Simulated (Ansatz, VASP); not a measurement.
## LiCl: VASP beside Ansatz

File POSCAR:

```
LiCl
1.0
    0.0000000000      2.7330425439      2.7330425439
    2.7330425439      0.0000000000      2.7330425439
    2.7330425439      2.7330425439      0.0000000000
Li Cl
1 1
Direct
    0.0000000000      0.0000000000      0.0000000000
    0.2500000000      0.2500000000      0.2500000000
```

File INCAR.step1:

```
SYSTEM = LiCl
PREC     = Accurate       ! precision mode
ENCUT    = 520            ! plane-wave cutoff, eV
ISMEAR   = 0              ! smearing method
SIGMA    = 0.01           ! smearing width, eV
LREAL    = .False.        ! projectors in reciprocal space
LASPH    = .True.         ! aspherical terms in the spheres
NELM     = 60             ! most SCF steps
NBANDS   = 12             ! bands
GGA      = PE             ! functional
ALGO     = Normal         ! electronic algorithm
EDIFF    = 1E-4           ! SCF threshold, eV
LWAVE    = .True.         ! write WAVECAR
LCHARG   = .False.        ! write CHGCAR
```

INCAR.step2

```
SYSTEM = LiCl
PREC     = Accurate       ! precision mode
ENCUT    = 520            ! plane-wave cutoff, eV
EDIFF    = 1E-7           ! SCF threshold, eV
ISMEAR   = 0              ! smearing method
SIGMA    = 0.01           ! smearing width, eV
LREAL    = .False.        ! projectors in reciprocal space
LASPH    = .True.         ! aspherical terms in the spheres
NELM     = 60             ! most SCF steps
ALGO     = Normal         ! electronic algorithm
ISIF     = 2              ! what is computed and relaxed
LWAVE    = .False.        ! write WAVECAR
LCHARG   = .False.        ! write CHGCAR
METAGGA  = R2SCAN         ! meta-GGA
LMIXTAU  = .True.       
NBANDS   = 12             ! bands
ISTART   = 1
```

The input KPOINTS:

```
regular mesh
0
Gamma
  6 6 6
  0 0 0
```

Input for Ansatz:

```yaml
crystal:
  lattice:
    - [0.0, 2.7330425439, 2.7330425439]
    - [2.7330425439, 0.0, 2.7330425439]
    - [2.7330425439, 2.7330425439, 0.0]
  atoms:
    - { symbol: Li, position: [0.0, 0.0, 0.0] }
    - { symbol: Cl, position: [0.25, 0.25, 0.25] }
kpoints:
  mp_grid: { grid: [6, 6, 6] }
hamiltonian:
  xc: r2scan
scf:
  occupations: { method: fixed }
  n_extra_bands: 4
output:
  forces: true
  stress: true
  eigenvalues: true
```

The cell was built by a generator and needn't be a form met in nature.

Alike in both runs: task single point; functional r2SCAN; k mesh 6 × 6 × 6; no spin polarisation.

```csv
,VASP,Ansatz
version,VASP 6.6.1,Ansatz 0.2.0
potentials or method,"VASP PAW PBE potentials, release 64 (Li_sv, Cl)","plane waves, PAW"
plane-wave cutoff (eV),520,500
occupations,"gaussian, width 0.01 eV",fixed
valence electrons in the cell,10,10
```

|  | VASP | Ansatz | Ansatz less VASP |
| --- | --- | --- | --- |
| gap on the k mesh at the Fermi level (eV) | 6.77 | 6.71 | -0.057 |

Caveats: the PAW data sets were made with another functional, which shifts forces and pressure a little (VASP). r2SCAN opens gaps a little over a GGA but as a rule still falls short of measured ones. A k mesh can miss the band edges.
